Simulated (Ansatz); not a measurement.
The system is TiO.

```
Ti O
1.0
     3.03100    0.00000    0.00000
    -1.51550    2.62492    0.00000
     0.00000    0.00000    3.23770
Ti O
1 1
Direct
  0.66667 0.33333 0.00000
  0.00000 0.00000 0.50000
```

| Quantity | Value |
| --- | --- |
| Program | Ansatz 0.2.0 |
| Task | relaxation of cell and atoms |
| Functional | HF |
| Potentials or basis | Ansatz PAW |
| Cutoff | 420 eV (not typed: the program's choice for these potentials) |
| k mesh | 5 × 5 × 4 |
| Occupations | fermi-dirac, width 0.05 eV |
| Spin | no spin polarisation |

At the start: volume 12.88 Å³/atom.

Problem. How do energy, volume and symmetry change on relaxing?

Solution. It ends after 9 steps and the volume is 11.37 Å³/atom (-11.7 %); space group P-6m2 (No. 187, to 0.05 Å).

Step by step:
| step | energy change (eV) | largest force (eV/Å) | volume (Å³) |
| --- | --- | --- | --- |
| 1 | 0.0000 | 0.0000 | 25.76 |
| 2 | -0.4529 | 0.0000 | 24.85 |
| 3 | -0.7554 | 0.0000 | 23.66 |
| 4 | -0.8683 | 0.0000 | 22.55 |
| 5 | -0.8683 | 0.0000 | 22.85 |
| 6 | -0.8687 | 0.0000 | 22.75 |
| 7 | -0.8652 | 0.0000 | 22.75 |
| 8 | -0.8652 | 0.0000 | 22.75 |
| 9 | -0.8652 | 0.0000 | 22.75 |

Final structure:
```xyz
2
Lattice="3.0808 0.0000 0.0000 -1.5404 2.6680 0.0000 0.0000 0.0000 2.7676" Properties=species:S:1:pos:R:3 pbc="T T T"
Ti    1.5404    0.8893    0.0000
O     0.0000    0.0000    1.3838
```

Caveat: the k mesh is coarse (spacing up to 0.49 Å⁻¹), so the values aren't converged, least of all with exact exchange; the plane-wave basis is chosen anew once the cell has moved, so the energies of steps on either side of that aren't comparable; the pressure holds a Pulay correction of +0.3 GPa for the finite cutoff; the volume moved by -12 % from the deposited cell, more than functionals usually miss; the PAW data sets come from PBE, with cores solved anew for the run's functional, which leaves a small shift of forces and pressure.
